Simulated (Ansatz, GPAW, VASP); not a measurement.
**One calculation of Al, 3 ways**

```
CELL_PARAMETERS angstrom
0.00000 2.02481 2.02481
2.02481 0.00000 2.02481
2.02481 2.02481 0.00000
ATOMIC_POSITIONS crystal
Al 0.00000 0.00000 0.00000
```

Alike in all runs: task single point; functional PBE; k mesh 11 × 11 × 11; occupations gaussian, width 0.016 eV; no spin polarisation; no spin-orbit coupling. Pressure is positive in compression and, in plane waves, holds the error of the finite cutoff.

| program and potentials | plane-wave cutoff (eV) | notes | pressure (GPa) |
| --- | --- | --- | --- |
| GPAW, GPAW PAW data sets (gpaw-data 1.2.1) | 600 | - | -0.39 |
| Ansatz, all-electron LAPW, scalar-relativistic | - | - | -0.51 |
| VASP, PBE PAW files Al, 520 eV | 520 | - | -0.54 |

The pressure spans -0.54 (VASP, PBE PAW files Al, 520 eV) to -0.39 GPa (GPAW, GPAW PAW data sets (gpaw-data 1.2.1)), with all-electron results at -0.51.

Differences between rows come from potentials, basis sets and numerical settings, since the functional is the same but for its coding. Runs on potential files found faulty are left out.

All three calculations give a small negative pressure, so the fcc cell is slightly stretched relative to its PBE equilibrium and would contract if relaxed. The sign is common to every row, and the spread between programs is smaller than the tension itself. In a nearly free-electron metal such as aluminium, equilibrium is a balance between the kinetic pressure of the sp electrons, which favours expansion, and the electrostatic and exchange-correlation attraction, which favours contraction. Expansion weakens the kinetic term faster, leaving a net inward pull. The cell edge is close to the room-temperature experimental value, which includes thermal and zero-point expansion absent from a static lattice, so part of the tension probably comes from there.

The VASP result lies closer to the all-electron value than the GPAW one, but a single volume doesn't rank the potentials, as errors in potential and basis may partly cancel. Agreement on a shared k mesh also leaves open how well the Fermi surface is sampled.
